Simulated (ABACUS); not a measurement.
Ti:

```
CELL_PARAMETERS angstrom
2.95000 0.00000 0.00000
-1.47500 2.55477 0.00000
0.00000 0.00000 4.68000
ATOMIC_POSITIONS crystal
Ti 0.66667 0.33333 0.75000
Ti 0.33333 0.66667 0.25000
```

```yaml
Program: ABACUS 3.10.1
Task: single point
Functional: PBEsol
Potentials_or_basis: PseudoDojo NC SR 0.4.1 PBEsol standard
Cutoff: 1143 eV
Density_cutoff: 4572 eV
Basis: plane waves
k_mesh: 10 × 10 × 6
Occupations: fermi-dirac, width 0.05 eV
Spin: no spin polarisation
```

On this cell: pressure -5.6 GPa; largest force under 0.003 eV/Å; band gap on the k mesh none (metal or under the smearing width).

The same run follows on a disturbed copy (atoms moved at random, drawn with an rms of 0.05 Å):

```
CELL_PARAMETERS angstrom
2.95000 0.00000 0.00000
-1.47500 2.55477 0.00000
0.00000 0.00000 4.68000
ATOMIC_POSITIONS crystal
Ti 0.68616 0.32688 0.74849
Ti 0.33797 0.67291 0.24873
```

**Question.** What does the disturbed cell give?

**Answer.** The energy (extrapolated to zero smearing) moves by +2.0 meV/atom; pressure -5.7 GPa; largest force 0.102 eV/Å; band gap on the k mesh none (metal or under the smearing width).

Forces in eV/Å, atoms in the order of the input:
```
Ti  -0.091  0.047  0.005
Ti   0.091 -0.047 -0.005
```

Stress tensor (GPa, compression positive):
```
-5.90  0.68  0.00
 0.68 -5.20  0.00
 0.00  0.00 -5.98
```
